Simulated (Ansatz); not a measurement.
# Si: band gap under strain

How does strain move the band edges of Si, database structure, and do the functionals agree on it? States: +3.1 % biaxial strain in x and y, free along z; -3.9 % shear in the xy plane.

The runs shown are made with Ansatz 0.2.0. PAW datasets, plane waves. The values are computed, spin-unpolarised, and not measurements.

## (1) Starting point

The unstrained cell was relaxed with r2SCAN; in each strained cell the atoms were relaxed again with r2SCAN. Names of k-points are those of the unstrained zone, where strain can split equivalent points. First state: +3.1 % biaxial strain in x and y, free along z.

Space group I4_1/amd (No. 141), tetragonal; conventional cell a = 3.971 Å, c = 5.318 Å, 20.96 Å³ an atom. Near Si stand 4 Si at 2.39 Å.

Structure file:

```cif
data_structure
_symmetry_space_group_name_H-M 'I4_1/amd:1'
_symmetry_Int_Tables_number 141
_cell_length_a 3.9705
_cell_length_b 3.9705
_cell_length_c 5.3181
_cell_angle_alpha 90.000
_cell_angle_beta 90.000
_cell_angle_gamma 90.000
_cell_volume 83.84
loop_
_atom_site_label
_atom_site_type_symbol
_atom_site_symmetry_multiplicity
_atom_site_Wyckoff_symbol
_atom_site_fract_x
_atom_site_fract_y
_atom_site_fract_z
_atom_site_occupancy
Si1 Si 4 a 0.00000 0.50000 0.25000 1
```

From earlier runs on the unstrained cell: PBE 0.58 eV, r2SCAN 0.77 eV, HSE06 1.14 eV, G0W0 1.18 eV (on its mesh); a = 5.444 Å.

## (2) +3.1 % biaxial strain in x and y, free along z: PBE

input.yaml

```yaml
crystal:
  lattice:
    - [0.0, 2.8075942978, 2.6590494278]
    - [2.8075942978, 0.0, 2.6590494278]
    - [2.8075942978, 2.8075942978, 0.0]
  atoms:
    - { symbol: Si, position: [0.25, 0.25, 0.25] }
    - { symbol: Si, position: [0.0, 0.0, 0.0] }
kpoints:
  mp_grid: { grid: [8, 8, 8] }
  band_path:
    path:
      - [0.0, 0.0, 0.0]
      - [0.5, 0.0, 0.5]
      - [0.625, 0.25, 0.625]
      - [0.375, 0.375, 0.75]
      - [0.5, 0.5, 0.5]
      - [0.5, 0.25, 0.75]
      - [0.411458, 0.411458, 0.0]
    npoints: 1
hamiltonian:
  xc: pbe
scf:
  occupations: { method: fermi_dirac, width: 0.02 }
  n_extra_bands: 4
output:
  forces: true
  stress: true
  eigenvalues: true
```

The run is started by

```sh
$ ansatz run input.yaml --threads 4 --pin off --max-ram 5529MiB --backend cpu --events-out ev --progress --plain --runs-dir out
```

After this run come: +3.1 % biaxial strain in x and y, free along z: r2SCAN; +3.1 % biaxial strain in x and y, free along z: HSE06; -3.9 % shear in the xy plane: PBE; -3.9 % shear in the xy plane: r2SCAN; -3.9 % shear in the xy plane: HSE06.

Before running it: what results should come out?

The runs gave:

Least gap in eV (negative: overlap), with the change from the unstrained cell in brackets:

| state | volume change (%) | PBE | r2SCAN | HSE06 |
| --- | --- | --- | --- | --- |
| +3.1 % biaxial strain in x and y, free along z | +3.9 | 0.10 (-0.48) | 0.25 (-0.52) | 0.63 (-0.51) |
| -3.9 % shear in the xy plane | -0.0 | 0.26 (-0.32) | 0.43 (-0.34) | 0.81 (-0.33) |

**Reading.** The largest move of the HSE06 gap in the table is -0.517 eV, under +3.1 % biaxial strain in x and y, free along z. PBE and HSE06 differ by 0.56 eV on the unstrained gap, and by at most 0.03 eV on its change: the two disagree on the size of the gap but agree on its response to strain.
